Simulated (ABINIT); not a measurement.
# MgB2 (P6/mmm) in ABINIT: notebook

Runs on MgB2. Level: PBE. Tasks: relaxation of cell and atoms.

All numbers are computed with ABINIT 10.8.3 (patched build); they aren't measurements. Logs are shortened: lines on timing, memory, paths and dates and some standing lists are left out, and cuts for length are marked. The log counts tension as positive stress, the text compression.

## (1) The crystal as given

It takes space group P6/mmm (No. 191, hexagonal). Conventional cell: a = 3.085 Å, b = 3.085 Å, c = 3.523 Å, α = 90.00°, β = 90.00°, γ = 120.00°. Around Mg (site symmetry 6/mmm) lie 12 B at 2.51 Å. B (site symmetry -6m2) has 3 B at 1.78 Å as nearest neighbours.

## (2) Relaxation of cell and atoms, PBE

Input file run.abi:

```
# Pseudopotentials
pp_dirpath "./"
pseudos "Mg.GGA_PBE-JTH.xml, B.GGA_PBE-JTH.xml"

# Structure
acell 5.8298050945 5.8298050945 6.6575051371
rprim
     1.0000000000     0.0000000000     0.0000000000
    -0.5000000000     0.8660254038     0.0000000000
     0.0000000000     0.0000000000     1.0000000000
ntypat 2
znucl 12 5
natom 3
typat 1 2 2
xred
     0.0000000000     0.0000000000     0.0000000000
     0.6666666667     0.3333333333     0.5000000000
     0.3333333333     0.6666666667     0.5000000000
chkprim 0
chksymtnons 0
tolsym 1.0e-6

# Plane-wave basis
ecut 19.0
pawecutdg 38.0
pawxcdev 0
pawovlp -1

# k points
kptopt 1
ngkpt 10 10 8
nshiftk 1
shiftk 0.0 0.0 0.0

# Exchange and correlation
ixc 11

# Bands and occupations
nband 12
occopt 3
tsmear 0.05 eV

# SCF cycle
nstep 100
tolvrs 1.0e-9

# Output
iomode 3
prtwf 0
prtden 0
prteig 0
prtebands 0

# Relaxation
ionmov 2
ntime 60
tolmxf 0.0005
optcell 2
dilatmx 1.08
ecutsm 0.5
```

Potentials or basis: JTH PAW PBE v2.0.

Launch:

```console
abinit run.abi > log 2>&1
```

run.abo:

```text
.Version 10.8.3 of ABINIT
 Symmetries : space group P6/m m m (#191); Bravais hP (primitive hexag.)
================================================================================
 Values of the parameters that define the memory need of the present run
     intxc =       0    ionmov =       2      iscf =      17    lmnmax =       8
     lnmax =       4     mgfft =      30  mpssoang =       2    mqgrid =    3001
     natom =       3  nloc_mem =       2    nspden =       1   nspinor =       1
    nsppol =       1      nsym =      24    n1xccc =       1    ntypat =       2
    occopt =       3   xclevel =       2
       mpw =         992          nfft =       21870          nkpt =          70
 PAW method is used; the additional fine FFT grid is defined by:
   mgfftf=        40    nfftf =     51840
================================================================================
================================================================================

--------------------------------------------------------------------------------
------------- Echo of variables that govern the present computation ------------
--------------------------------------------------------------------------------
 -outvars: echo values of preprocessed input variables --------
            acell      5.8298050945E+00  5.8298050945E+00  6.6575051371E+00 Bohr
              amu      2.43050000E+01  1.08110000E+01
          chkprim           0
      chksymtnons           0
          dilatmx      1.08000000E+00
             ecut      1.90000000E+01 Hartree
           ecutsm      5.00000000E-01 Hartree
           ionmov           2
                       outvar_i_n : Printing only first  50 k-points.
              ixc          11
                       outvar_i_n : Printing only first  50 k-points.
         kptrlatt       10    0    0      0   10    0      0    0    8
          kptrlen      5.32600411E+01
            natom           3
            nband          12
            ngfft          27      27      30
          ngfftdg          36      36      40
             nkpt          70
            nstep         100
             nsym          24
            ntime          60
           ntypat           2
                       prtocc : prtvol=0, do not print more k-points.
           occopt           3
          optcell           2
        pawecutdg      3.80000000E+01 Hartree
          pawovlp     -1.0000000000E+00
         pawxcdev           0
           prtden           0
        prtebands           0
           prteig           0
            prtwf           0
            rprim      1.0000000000E+00  0.0000000000E+00  0.0000000000E+00
                      -5.0000000000E-01  8.6602540380E-01  0.0000000000E+00
                       0.0000000000E+00  0.0000000000E+00  1.0000000000E+00
          spgroup         191
           tolmxf      5.00000000E-04
           tolsym      1.00000000E-06
           tolvrs      1.00000000E-09
           tsmear      1.83746611E-03 Hartree
            typat      1  2  2
           useylm           1
                       outvars : Printing only first  50 k-points.
           xangst      0.0000000000E+00  0.0000000000E+00  0.0000000000E+00
                       1.5424999990E+00  8.9056278964E-01  1.7614999988E+00
                      -7.9179545087E-18  1.7811255793E+00  1.7614999988E+00
            xcart      0.0000000000E+00  0.0000000000E+00  0.0000000000E+00
                       2.9149025472E+00  1.6829197703E+00  3.3287525686E+00
                      -1.4962765499E-17  3.3658395407E+00  3.3287525686E+00
             xred      0.0000000000E+00  0.0000000000E+00  0.0000000000E+00
                       6.6666666667E-01  3.3333333333E-01  5.0000000000E-01
                       3.3333333333E-01  6.6666666667E-01  5.0000000000E-01
            znucl       12.00000    5.00000

================================================================================

 chkinp: Checking input parameters for consistency.

================================================================================
== DATASET  1 ==================================================================

--- !DatasetInfo
iteration_state: {dtset: 1, }
dimensions: {natom: 3, nkpt: 70, mband: 12, nsppol: 1, nspinor: 1, nspden: 1, mpw: 992, }
cutoff_energies: {ecut:  19.0, pawecutdg:  38.0, }
electrons: {nelect:   1.60000000E+01, charge:   0.00000000E+00, occopt:   3.00000000E+00, tsmear:   1.83746611E-03, }
meta: {optdriver: 0, ionmov: 2, optcell: 2, iscf: 17, paral_kgb: 0, }
...

 Exchange-correlation functional for the present dataset will be:
  GGA: Perdew-Burke-Ernzerhof functional - ixc=11
  J.P.Perdew, K.Burke, M.Ernzerhof, PRL 77, 3865 (1996)

[... 243 lines left out ...]

 Difference of energy with previous step (new-old):
           Absolute (Ha)=-9.50567E-06
           Relative     =-1.37143E-07

--- Iteration: ( 3/60) Internal Cycle: (1/1)
--------------------------------------------------------------------------------

---SELF-CONSISTENT-FIELD CONVERGENCE--------------------------------------------
[... 80 lines left out ...]
 Real space primitive translations (rprimd) [bohr]
  5.81981894162723E+00  0.00000000000000E+00  0.00000000000000E+00
 -2.90990947081362E+00  5.04011104896561E+00  0.00000000000000E+00
  0.00000000000000E+00  0.00000000000000E+00  6.64581040500807E+00
 Unitary Cell Volume (ucvol) [Bohr^3]=  1.94938458005485E+02
 Angles (23,13,12)= [degrees]
  9.00000000000000E+01  9.00000000000000E+01  1.19999999999554E+02
 Lengths [Bohr]
  5.81981894162723E+00  5.81981894170567E+00  6.64581040500807E+00
 Stress tensor in cartesian coordinates (strten) [Ha/bohr^3]
 -2.14482246732421E-06  0.00000000000000E+00  0.00000000000000E+00
  0.00000000000000E+00 -2.14482276972121E-06  0.00000000000000E+00
  0.00000000000000E+00  0.00000000000000E+00  4.68361785961949E-06
 Total energy (etotal) [Ha]= -6.93121311621197E+01

 Difference of energy with previous step (new-old):
           Absolute (Ha)=-4.03129E-06
           Relative     =-5.81613E-08

 At Broyd/MD step   3, gradients are converged :
  max grad (force/stress) = 4.6836E-04 < tolmxf= 5.0000E-04 ha/bohr (free atoms)

================================================================================

 ----iterations are completed or convergence reached----

 Mean square residual over all n,k,spin=   11.064E-08; max=  88.960E-06
 reduced coordinates (array xred) for    3 atoms
      -0.000000000000      0.000000000000      0.000000000000
       0.666666666667      0.333333333333      0.500000000000
       0.333333333333      0.666666666667      0.500000000000
 rms dE/dt=  1.7951E-28; max dE/dt=  2.6926E-28; dE/dt below (all hartree)
    1       0.000000000000      0.000000000000      0.000000000000
    2       0.000000000000     -0.000000000000      0.000000000000
    3      -0.000000000000      0.000000000000      0.000000000000

 cartesian coordinates (angstrom) at end:
    1     -0.00000000000000     0.00000000000000     0.00000000000000
    2      1.53985777670072     0.88903730190787     1.75840570596323
    3      0.00000000000000     1.77807460381574     1.75840570596323

 cartesian forces (hartree/bohr) at end:
    1     -0.00000000000000    -0.00000000000000    -0.00000000000000
    2     -0.00000000000000     0.00000000000000    -0.00000000000000
    3      0.00000000000000    -0.00000000000000    -0.00000000000000
 frms,max,avg= 2.5184468E-29 4.6266821E-29   0.000E+00  0.000E+00  0.000E+00 h/b

 cartesian forces (eV/Angstrom) at end:
    1     -0.00000000000000    -0.00000000000000    -0.00000000000000
    2     -0.00000000000000     0.00000000000000    -0.00000000000000
    3      0.00000000000000    -0.00000000000000    -0.00000000000000
 frms,max,avg= 1.2950374E-27 2.3791356E-27   0.000E+00  0.000E+00  0.000E+00 e/A
 length scales=  5.819818941627  5.819818941706  6.645810405008 bohr
              =  3.079715553401  3.079715553443  3.516811411926 angstroms
 Fermi (or HOMO) energy (hartree) =   0.26043   Average Vxc (hartree)=  -0.39546
 Eigenvalues (hartree) for nkpt=  70  k points:
 kpt#   1, nband= 12, wtk=  0.00125, kpt=  0.0000  0.0000  0.0000 (reduced coord)
  -2.50209   -1.28009   -1.28009   -1.27951   -0.19819    0.15091    0.27259    0.27259
   0.32024    0.49148    0.49148    0.55725
      occupation numbers for kpt#   1
   2.00000    2.00000    2.00000    2.00000    2.00000    2.00000    0.00267    0.00267
   0.00000    0.00000    0.00000    0.00000
 prteigrs : prtvol=0 or 1, do not print more k-points.

--- !EnergyTerms
iteration_state     : {dtset: 1, itime: 3, icycle: 1, }
comment             : Components of total free energy in Hartree
kinetic             :  7.00863789497045E+00
hartree             :  1.38744466108531E+01
xc                  : -3.51734175536328E+00
Ewald energy        : -3.69918745415773E+01
psp_core            :  1.64074361539467E+00
local_psp           : -4.26418581916784E+01
PAW spherical_terms : -8.68466071013141E+00
internal            : -6.93119070775321E+01
'-kT*entropy'       : -2.25851602244427E-04
total_energy        : -6.93121329291344E+01
total_energy_eV     : -1.88607922066745E+03
...

--- !EnergyTermsDC
iteration_state     : {dtset: 1, itime: 3, icycle: 1, }
comment             : '"Double-counting" decomposition of free energy'
band_energy         : -1.20612107344656E+01
Ewald energy        : -3.69918745415773E+01
psp_core            :  1.64074361539467E+00
xc_dc               : -1.29366384133420E+01
PAW spherical_terms : -8.96292523652730E+00
internal            : -6.93119053105174E+01
'-kT*entropy'       : -2.25851602244427E-04
total_energy_dc     : -6.93121311621197E+01
total_energy_dc_eV  : -1.88607917258453E+03
...

--- !EnergyTermsWithPAWCore
iteration_state     : {dtset: 1, itime: 3, icycle: 1, }
comment             : 'Components of total free energy, including PAW core contributions'
Total energy        : -2.50047106966650E+02
Total energy DC     : -2.50047105199635E+02
Total energy (eV)   : -6.80412840735963E+03
Total energy DC (eV): -6.80412835927671E+03
...

 Cartesian components of stress tensor (hartree/bohr^3)
  sigma(1 1)= -2.14482247E-06  sigma(3 2)=  0.00000000E+00
  sigma(2 2)= -2.14482277E-06  sigma(3 1)=  0.00000000E+00
  sigma(3 3)=  4.68361786E-06  sigma(2 1)=  0.00000000E+00

-Cartesian components of stress tensor (GPa)         [Pressure= -3.8637E-03 GPa]
- sigma(1 1)= -6.31028556E-02  sigma(3 2)=  0.00000000E+00
- sigma(2 2)= -6.31028645E-02  sigma(3 1)=  0.00000000E+00
- sigma(3 3)=  1.37796795E-01  sigma(2 1)=  0.00000000E+00

== END DATASET(S) ==============================================================
================================================================================

 -outvars: echo values of variables after computation  --------
            acell      5.8198189416E+00  5.8198189417E+00  6.6458104050E+00 Bohr
           etotal     -6.9312131162E+01
            fcart     -0.0000000000E+00 -0.0000000000E+00 -0.0000000000E+00
                      -4.6266821187E-29  2.6712161667E-29 -0.0000000000E+00
                       4.6266821187E-29 -2.6712161667E-29 -0.0000000000E+00
            rprim      1.0000000000E+00  0.0000000000E+00  0.0000000000E+00
                      -4.9999999999E-01  8.6602540379E-01  0.0000000000E+00
                       0.0000000000E+00  0.0000000000E+00  1.0000000000E+00
           strten     -2.1448224673E-06 -2.1448227697E-06  4.6836178596E-06
                       0.0000000000E+00  0.0000000000E+00  0.0000000000E+00
           xangst     -4.3178770292E-29  1.5316872440E-29  0.0000000000E+00
                       1.5398577767E+00  8.8903730191E-01  1.7584057060E+00
                       3.1933500106E-17  1.7780746038E+00  1.7584057060E+00
             xred     -1.1148941930E-29  5.7428683091E-30  0.0000000000E+00
                       6.6666666667E-01  3.3333333333E-01  5.0000000000E-01
                       3.3333333333E-01  6.6666666667E-01  5.0000000000E-01
 Calculation completed.
```

It took 47 s on 1 thread of Arm Neoverse V2, shared host; peak memory 0.11 GiB.

What came out:

```yaml
Free_energy: -1886.0792 eV
Relaxed_volume: 9.63 Å³/atom
Relaxed_cell: a = 3.080 Å, b = 3.080 Å, c = 3.517 Å, α = 90.00°, β = 90.00°, γ = 120.00°
Space_group_after_relaxing_to_0.05_Å: P6/mmm (No. 191)
Energy_gained_by_relaxing: 0.1 meV/atom
Ionic_steps: 3
Pressure_after_relaxing: 0.0 GPa
Band_gap_on_the_k_mesh: none (metal or under the smearing width)
```

Step by step:
```csv
step,energy change (eV),largest force (eV/Å),pressure (GPa),volume (Å³)
1,0.0000,0.0000,-0.78,29.04
2,-0.0003,0.0000,-0.42,28.97
3,-0.0004,0.0000,0.00,28.89
```

Final structure:
```
CELL_PARAMETERS angstrom
3.07972 0.00000 0.00000
-1.53986 2.66711 0.00000
0.00000 0.00000 3.51681
ATOMIC_POSITIONS crystal
Mg 0.00000 0.00000 0.00000
B 0.66667 0.33333 0.50000
B 0.33333 0.66667 0.50000
```

Caveat: the atomic spheres overlap.

(Continued in part 2 of 3.)
